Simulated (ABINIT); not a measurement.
Write the native input for ABINIT 10.8.3 (patched build) that does the following.

```
Task                : single point
Functional          : PBE
Potentials or basis : JTH PAW PBE v2.0
Cutoff              : 626 eV
k mesh              : 7 × 7 × 4
Occupations         : fermi-dirac, width 0.05 eV
Spin                : no spin polarisation
Fine-grid cutoff    : 1224.51 eV
```

The structure of BaTiO3 lies in POSCAR:

```
BaTiO3
1.0
    3.9998000000      0.0000000000      0.0000000000
    0.0000000000      3.9998000000      0.0000000000
    0.0000000000      0.0000000000      8.0360000000
Ba Ti O
2 2 6
Direct
    0.9993338700      0.0014896700      0.0020579800  Ba
    0.0006661300      0.9985103300      0.4979420200  Ba
    0.4893534700      0.4978615600      0.2399223900  Ti
    0.5106465300      0.5021384400      0.7420776100  Ti
    0.5027900500      0.5020959900      0.0107726400  O
    0.4972099500      0.4979040100      0.5052273600  O
    0.5056745700      0.0016777200      0.2580984100  O
    0.4943254300      0.9983222800      0.7569015900  O
    0.0077650300      0.4997120000      0.2626403600  O
    0.9922349700      0.5002880000      0.7523596400  O
```

The input as run:

run.abi

```
# Pseudopotentials
pp_dirpath "./"
pseudos "Ba.GGA_PBE-JTH.xml, Ti.GGA_PBE-JTH.xml, O.GGA_PBE-JTH.xml"

# Structure
structure "poscar:POSCAR"
natom 10
chkprim 0
chksymtnons 0
tolsym 1.0e-6

# Plane-wave basis
ecut 23.0
pawecutdg 45.0
pawxcdev 0
pawovlp 30

# k points
kptopt 1
ngkpt 7 7 4
nshiftk 1
shiftk 0.0 0.0 0.0

# Exchange and correlation
ixc 11

# Bands and occupations
nband 48
occopt 3
tsmear 0.05 eV

# SCF cycle
nstep 100
tolvrs 1.0e-9

# Output
iomode 3
prtwf 0
prteig 0
prtebands 0
enunit 1
prtden 1
prtvha 1
prtvclmb 1
prtpot 1
```

Potentials or basis: JTH PAW PBE v2.0.

The run is started by

```sh
$ mpirun --bind-to none -np 4 abinit run.abi > log 2>&1
```

Results of the run:

The pressure is 4.3 GPa, the largest force is 1.005 eV/Å and the band gap on the k mesh is 2.01 eV.

Caveat: this set's barium file shifts pressures by 1.5 GPa and gaps by 0.1 eV against other sets; spin-orbit coupling is left out, which moves the levels of the heavy elements; an odd mesh through Γ misses points on the zone boundary, where band edges often lie; forces of over 1 eV/Å show positions far from the minimum, so gaps and moduli don't describe the material at rest; the atomic spheres overlap.

It took 13 min on 4 MPI ranks on Arm Neoverse N1, with other jobs on the host, peak memory 1.1 GiB a rank.
